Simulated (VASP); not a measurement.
# Ir (P6_3/mmc) in VASP: further runs

One crystal, Ir, is run at these levels: PBE; tasks: single point.

Program: VASP 6.6.1. These are calculated values, not measurements. Logs are shortened: lines on timing, memory, paths and dates and some standing lists are left out, and cuts for length are marked.

### Step 1. The structure

Symmetry: P6_3/mmc, No. 194, hexagonal system. The conventional cell has a = 2.751 Å, b = 2.751 Å, c = 4.462 Å, α = 90.00°, β = 90.00°, γ = 120.00°. Around Ir (site symmetry -6m2) lie 12 Ir at 2.74 to 2.75 Å.

This isn't the form of Ir at room conditions, which is fcc.

### Step 2. Single point, PBE

File INCAR:

```
SYSTEM = Ir
ADDGRID = .FALSE. ; ALGO = Normal
EDIFF = 1E-6 ; ENCUT = 280
GGA = PE ; ISIF = 2
ISMEAR = 0 ; LASPH = .TRUE.
LCHARG = .FALSE. ; LREAL = .FALSE.
LWAVE = .FALSE. ; NELM = 100
PREC = Accurate ; SIGMA = 0.2
```

File KPOINTS:

```
k-points
0
G
  11 11 6
  0 0 0
```

File POSCAR:

```
Ir
1.0
    2.7513778946      0.0000000000      0.0000000000
   -1.3756889473      2.3827631521      0.0000000000
    0.0000000000      0.0000000000      4.4622900000
Ir
2
Direct
    0.3583140000      0.6617470000      0.2121330000
    0.6598720000      0.3587530000      0.7691070000
```

Potentials or basis: VASP PAW PBE potentials, release 64 (Ir).

The run is started by

```
$ cat potpaw_PBE.64/Ir/POTCAR > POTCAR
$ mpirun -np 1 vasp_std > vasp.out
```

OUTCAR:

```text
SYSTEM = Ir
   EDIFF = 1E-6
   ENCUT = 280
   GGA = PE
   ISIF = 2
   ISMEAR = 0
   LASPH = .TRUE.
   LREAL = .FALSE.
   NELM = 100
   PREC = Accurate

 Found    364 irreducible k-points:

 Following reciprocal coordinates:
            Coordinates               Weight
  0.000000  0.000000  0.000000      1.000000
  0.090909 -0.000000  0.000000      2.000000
  0.000000  0.090909  0.000000      2.000000
 -0.090909  0.090909  0.000000      2.000000
  0.181818 -0.000000  0.000000      2.000000
  0.000000  0.181818  0.000000      2.000000
   k-points           NKPTS =    364   k-points in BZ     NKDIM =    364   number of bands    NBANDS=     13
   number of dos      NEDOS =    301   number of ions     NIONS =      2
   total plane-waves  NPLWV =   6144
   dimension x,y,z NGX =    16 NGY =   16 NGZ =   24
   dimension x,y,z NGXF=    32 NGYF=   32 NGZF=   48
   ions per type =               2
   NGX,Y,Z   is equivalent  to a cutoff of   9.67,  9.67,  8.94 a.u.
   NGXF,Y,Z  is equivalent  to a cutoff of  19.34, 19.34, 17.88 a.u.
 SYSTEM =  Ir
   PREC   = accura    normal or accurate (medium, high low for compatibility)
   ISTART =      0    job   : 0-new  1-cont  2-samecut
   ICHARG =      2    charge: 1-file 2-atom 10-const
   ISPIN  =      1    spin polarized calculation?
   LNONCOLLINEAR =      F non collinear calculations
   LSORBIT =      F    spin-orbit coupling
   LASPH  =      T    aspherical Exc in radial PAW
   ENCUT  =  280.0 eV  20.58 Ry    4.54 a.u.   3.75  3.75  6.09*2*pi/ulx,y,z
   NELM   =    100;   NELMIN=  2; NELMDL= -5     # of ELM steps
   EDIFF  = 0.1E-05   stopping-criterion for ELM
[... 8 lines left out ...]
   TEBEG  =    0.0;   TEEND  =   0.0 temperature during run
   PSTRESS=    0.0 pullay stress
   NELECT =      18.0000    total number of electrons
   NUPDOWN=      -1.0000    fix difference up-down
   EMIN   =  10.00;   EMAX   =-10.00  energy-range for DOS
   EFERMI =   0.00;   METHOD = LEGACY
   ISMEAR =     0;   SIGMA  =   0.20  broadening in eV -4-tet -1-fermi 0-gaus
   EFERMI_NEDOS =   21; number of points for ismear=-14 and -15
   IALGO  =     38    algorithm
   IMIX   =      4    mixing-type and parameters
     AMIX     =   0.40;   BMIX     =  1.00
     AMIX_MAG =   1.60;   BMIX_MAG =  1.00
  volume/ion in A,a.u.               =      14.63        98.71
  Fermi-wavevector in a.u.,A,eV,Ry     =   1.392417  2.631287 26.379323  1.938826
  Thomas-Fermi vector in A             =   2.516162
   LORBIT       =      0    0 simple, 1 ext, 2 COOP (PROOUT), +10 PAW based schemes
   GGA     = PE    functional components
   LHFCALC =     F    Hartree Fock is set to
   AEXX    =    0.0000 exact exchange contribution
   IVDW    =     0    specifies the selected vdW correction
   LEPSILON=     F    determine dielectric tensor
   LRPA    =     F    only Hartree local field effects (RPA)
 non-spin polarized calculation
 Gauss-broadening in eV      SIGMA  =   0.20
  energy-cutoff  :      280.00
  volume of cell :       29.25
 maximum number of plane-waves:       324
   NGX =  7   NGY =  7   NGZ = 13

 number of electron      17.9999993 magnetization

 Free energy of the ion-electron system (eV)
  ---------------------------------------------------
  ext. energy  EPLUGINS =         0.00000000
  ---------------------------------------------------
  free energy    TOTEN  =       -17.05957593 eV

  energy without entropy =      -16.99867376  energy(sigma->0) =      -17.02912485

 E-fermi :  10.0704     XC(G=0): -13.7489

 val. band max:       10.0699230769   @ k =   0.3636   0.3636   0.3333
 cond. band min:      10.0713167916   @ k =   0.2727   0.0909   0.1667
 fundamental gap:      0.0013937147
 Fermi energy:        10.0704286324

 k-point     1 :       0.0000    0.0000    0.0000
  band No.  band energies     occupation
      1      -0.9567      2.00000
      2       1.9133      2.00000
      3       5.8769      2.00000
      4       6.0148      2.00000
      5       6.0989      2.00000
      6       6.3240      2.00000
      7       6.6704      2.00000
      8       7.7701      2.00000
      9       8.4194      2.00000
     10       9.5809      1.99946
     11       9.9405      1.64185
     12      10.8381      0.00000
     13      16.0365      0.00000

 k-point     2 :       0.0909   -0.0000    0.0000
  band No.  band energies     occupation
      1      -0.6463      2.00000
      2       2.1726      2.00000
      3       5.5067      2.00000
      4       6.1562      2.00000
      5       6.1936      2.00000
      6       6.3447      2.00000
      7       6.8565      2.00000
      8       7.6212      2.00000
      9       8.0152      2.00000
     10       8.4672      2.00000
     11      10.6453      0.00005
     12      12.0207      0.00000
     13      16.1074      0.00000

 k-point     3 :       0.0000    0.0909    0.0000
  band No.  band energies     occupation
      1      -0.6462      2.00000
      2       2.1731      2.00000
      3       5.5065      2.00000
      4       6.1558      2.00000
      5       6.1919      2.00000
      6       6.3448      2.00000
      7       6.8592      2.00000
      8       7.6195      2.00000
      9       8.0220      2.00000
     10       8.4638      2.00000
     11      10.6334      0.00007
     12      12.0298      0.00000
     13      16.1075      0.00000

 k-point     4 :      -0.0909    0.0909    0.0000
  band No.  band energies     occupation
      1      -0.6417      2.00000
      2       2.1995      2.00000
      3       5.4848      2.00000
      4       5.9392      2.00000
      5       6.3210      2.00000
      6       6.4991      2.00000
      7       6.8408      2.00000
      8       7.5730      2.00000
      9       8.2448      2.00000
     10       8.3743      2.00000
     11      10.1513      0.56760
     12      12.3842      0.00000
     13      16.1151      0.00000

 k-point     5 :       0.1818   -0.0000    0.0000
  band No.  band energies     occupation
      1       0.2097      2.00000
      2       2.7704      2.00000
      3       4.8752      2.00000
      4       5.8011      2.00000
      5       6.1898      2.00000
      6       6.5389      2.00000
      7       7.0708      2.00000
      8       7.3594      2.00000
      9       8.0074      2.00000
     10       8.2794      2.00000
     11      10.8361      0.00000
     12      14.1537      0.00000
     13      16.2398      0.00000

 k-point     6 :       0.0000    0.1818    0.0000
  band No.  band energies     occupation
      1       0.2102      2.00000
      2       2.7731      2.00000
      3       4.8755      2.00000
      4       5.7950      2.00000
      5       6.1897      2.00000
      6       6.5456      2.00000
      7       7.0724      2.00000
      8       7.3627      2.00000
      9       7.9991      2.00000
     10       8.2797      2.00000
     11      10.8266      0.00000
     12      14.1627      0.00000
     13      16.2396      0.00000

 [... further k-points ...]
[... 5 lines left out ...]
  --------------------------------------------------------------------------------------
  -------------------------------------------------------------------------------------
  Total        1.7332469      1.1433815      3.8157467     -0.5210586      0.8753875     -1.5499611
  in kB       94.9253276     62.6199642    208.9783109    -28.5369958     47.9426452    -84.8872527
  external PRESSURE =     122.1745342 kB  Pullay stress =       0.0000000 kB

 VOLUME and BASIS-vectors are now :
 -----------------------------------------------------------------------------
  energy-cutoff  :      280.00
  volume of cell :       29.25
      direct lattice vectors                 reciprocal lattice vectors
     2.751377895  0.000000000  0.000000000     0.363454254  0.209840411  0.000000000
    -1.375688947  2.382763152  0.000000000     0.000000000  0.419680823  0.000000000
     0.000000000  0.000000000  4.462290000     0.000000000  0.000000000  0.224100182

 POSITION                                       TOTAL-FORCE (eV/Angst)
 -----------------------------------------------------------------------------------
      0.07550      1.57679      0.94660        -0.875980      0.493631      3.688526
      1.32202      0.85482      3.43198         0.875980     -0.493631     -3.688526
 -----------------------------------------------------------------------------------
    total drift:                                0.000004      0.000007     -0.000002

  FREE ENERGIE OF THE ION-ELECTRON SYSTEM (eV)
  ---------------------------------------------------
  free  energy   TOTEN  =       -17.0595759279 eV

  energy  without entropy=      -16.9986737632  energy(sigma->0) =      -17.02912485
```

Run time: 26 s. Hardware: 1 thread of Intel Xeon Platinum 8375C at 2.90GHz (Ice Lake), shared host; peak memory 0.16 GiB.

The run converged, but some of its settings lie outside the range that counts as converged, so its numbers aren't taken as properties of the crystal.

What came out:

```yaml
Free_energy: -17.0596 eV
Pressure: 12.2 GPa
Largest_force: 3.823 eV/Å
Band_gap_on_the_k_mesh: none (metal or under the smearing width)
```

### Step 3. Single point, PBE

Changes to INCAR since step 2:

```diff
@@ -2,3 +2,3 @@
 ADDGRID = .FALSE. ; ALGO = Normal
-EDIFF = 1E-6 ; ENCUT = 280
+EDIFF = 1E-6 ; ENCUT = 400
 GGA = PE ; ISIF = 2
```

File KPOINTS:

```
k-points
0
G
  10 10 5
  0 0 0
```

File POSCAR:

```
Ir
1.0
    2.7513778946      0.0000000000      0.0000000000
   -1.3756889473      2.3827631521      0.0000000000
    0.0000000000      0.0000000000      4.4622900000
Ir
2
Direct
    0.3333333333      0.6666666667      0.2500000000
    0.6666666667      0.3333333333      0.7500000000
```

Potentials or basis: VASP PAW PBE potentials, release 64 (Ir).

The run is started by

```
$ cat potpaw_PBE.64/Ir/POTCAR > POTCAR
$ mpirun -np 1 vasp_std > vasp.out
```

Wall time 11 s (1 thread of Intel Xeon Platinum 8375C at 2.90GHz (Ice Lake), shared host); peak memory 0.13 GiB.

The run converged, but some of its settings lie outside the range that counts as converged, so its numbers aren't taken as properties of the crystal.

Results:

```yaml
Free_energy: -17.5614 eV
Pressure: -0.5 GPa
Band_gap_on_the_k_mesh: none (metal or under the smearing width)
```

### Step 4. Single point, PBE

INCAR is that of step 3.

KPOINTS is that of step 3.

File POSCAR:

```
Ir
1.0
    2.7513778946      0.0000000000      0.0000000000
   -1.3756889473      2.3827631521      0.0000000000
    0.0000000000      0.0000000000      4.4622900000
Ir
2
Direct
    0.3583140000      0.6617470000      0.2121330000
    0.6598720000      0.3587530000      0.7691070000
```

The run is started by

```
$ cat potpaw_PBE.64/Ir/POTCAR > POTCAR
$ mpirun -np 1 vasp_std > vasp.out
```

It took 37 s on 1 thread of Intel Xeon Platinum 8375C at 2.90GHz (Ice Lake), shared host; peak memory 0.17 GiB.

The run converged, but some of its settings lie outside the range that counts as converged, so its numbers aren't taken as properties of the crystal.

What came out:

- Free energy: -17.0806 eV
- Pressure: 12.7 GPa
- Largest force: 3.687 eV/Å
- Band gap on the k mesh: none (metal or under the smearing width)

### Step 5. Single point, PBE

Changes to INCAR since step 4:

```diff
@@ -2,3 +2,3 @@
 ADDGRID = .FALSE. ; ALGO = Normal
-EDIFF = 1E-6 ; ENCUT = 400
+EDIFF = 1E-6 ; ENCUT = 460
 GGA = PE ; ISIF = 2
```

KPOINTS is that of step 4.

File POSCAR:

```
Ir
1.0
    2.7513778946      0.0000000000      0.0000000000
   -1.3756889473      2.3827631521      0.0000000000
    0.0000000000      0.0000000000      4.4622900000
Ir
2
Direct
    0.3333333333      0.6666666667      0.2500000000
    0.6666666667      0.3333333333      0.7500000000
```

Potentials or basis: VASP PAW PBE potentials, release 64 (Ir).

The run is started by

```
$ cat potpaw_PBE.64/Ir/POTCAR > POTCAR
$ mpirun -np 1 vasp_std > vasp.out
```

OUTCAR:

```text
SYSTEM = Ir
   EDIFF = 1E-6
   ENCUT = 460
   GGA = PE
   ISIF = 2
   ISMEAR = 0
   LASPH = .TRUE.
   LREAL = .FALSE.
   NELM = 100
   PREC = Accurate

 Found     42 irreducible k-points:

 Following reciprocal coordinates:
            Coordinates               Weight
  0.000000  0.000000  0.000000      1.000000
  0.100000 -0.000000  0.000000      6.000000
  0.200000 -0.000000  0.000000      6.000000
  0.300000  0.000000  0.000000      6.000000
  0.400000 -0.000000  0.000000      6.000000
  0.500000 -0.000000  0.000000      3.000000
[... 167 lines left out ...]
     11      12.7866      0.00000
     12      14.2017      0.00000
     13      18.0033      0.00000

 [... further k-points ...]
[... 5 lines left out ...]
  --------------------------------------------------------------------------------------
  -------------------------------------------------------------------------------------
  Total       -0.3431635     -0.3431635      0.3768338     -0.0000000     -0.0000000      0.0000000
  in kB      -18.7941511    -18.7941511     20.6381886     -0.0000000     -0.0000000      0.0000000
  external PRESSURE =      -5.6500379 kB  Pullay stress =       0.0000000 kB

 VOLUME and BASIS-vectors are now :
 -----------------------------------------------------------------------------
  energy-cutoff  :      460.00
  volume of cell :       29.25
      direct lattice vectors                 reciprocal lattice vectors
     2.751377895  0.000000000  0.000000000     0.363454254  0.209840411  0.000000000
    -1.375688947  2.382763152  0.000000000     0.000000000  0.419680823  0.000000000
     0.000000000  0.000000000  4.462290000     0.000000000  0.000000000  0.224100182

 POSITION                                       TOTAL-FORCE (eV/Angst)
 -----------------------------------------------------------------------------------
     -0.00000      1.58851      1.11557         0.000000     -0.000000      0.000000
      1.37569      0.79425      3.34672        -0.000000      0.000000      0.000000
 -----------------------------------------------------------------------------------
    total drift:                                0.000000     -0.000000     -0.000000

  FREE ENERGIE OF THE ION-ELECTRON SYSTEM (eV)
  ---------------------------------------------------
  free  energy   TOTEN  =       -17.5613647986 eV

  energy  without entropy=      -17.5021019627  energy(sigma->0) =      -17.53173338
```

OSZICAR:

```text
N       E                     dE             d eps       ncg     rms          rms(c)
DAV:   1     0.142840221894E+03    0.14284E+03   -0.80029E+03  1092   0.126E+03
DAV:   2    -0.120369532808E+02   -0.15488E+03   -0.14270E+03  1112   0.358E+02
DAV:   3    -0.184951583372E+02   -0.64582E+01   -0.60050E+01  1312   0.771E+01
DAV:   4    -0.186672241299E+02   -0.17207E+00   -0.16864E+00  1182   0.122E+01
DAV:   5    -0.186699405471E+02   -0.27164E-02   -0.27161E-02  1320   0.142E+00    0.202E+01
DAV:   6    -0.177373377294E+02    0.93260E+00   -0.15488E+00  1272   0.173E+01    0.833E+00
DAV:   7    -0.175731151361E+02    0.16422E+00   -0.47981E-01  1333   0.921E+00    0.215E+00
DAV:   8    -0.175669883105E+02    0.61268E-02   -0.43817E-03  1185   0.676E-01    0.140E+00
DAV:   9    -0.175613523721E+02    0.56359E-02   -0.68420E-03  1212   0.121E+00    0.306E-02
DAV:  10    -0.175613597483E+02   -0.73762E-05   -0.33610E-05  1484   0.566E-02    0.131E-02
DAV:  11    -0.175613645490E+02   -0.48007E-05   -0.26430E-06  1123   0.156E-02    0.241E-03
DAV:  12    -0.175613647986E+02   -0.24965E-06   -0.17049E-07   651   0.564E-03
   1 F= -.17561365E+02 E0= -.17531733E+02  d E =-.592628E-01
```

stdout:

```text
POSCAR found type information on POSCAR Ir
 POSCAR found :  1 types and       2 ions
 scaLAPACK will be used
 LDA part: xc-table for (Slater+PW92), standard interpolation
 POSCAR, INCAR and KPOINTS ok, starting setup
 FFT: planning ... GRIDC
 FFT: planning ... GRID_SOFT
 FFT: planning ... GRID
 WAVECAR not read
 entering main loop
```

Wall time 10 s (1 thread of Intel Xeon Platinum 8375C at 2.90GHz (Ice Lake), shared host); peak memory 0.14 GiB.

The run converged, but some of its settings lie outside the range that counts as converged, so its numbers aren't taken as properties of the crystal.

What came out:

```yaml
Free_energy: -17.5614 eV
Pressure: -0.6 GPa
Band_gap_on_the_k_mesh: none (metal or under the smearing width)
```
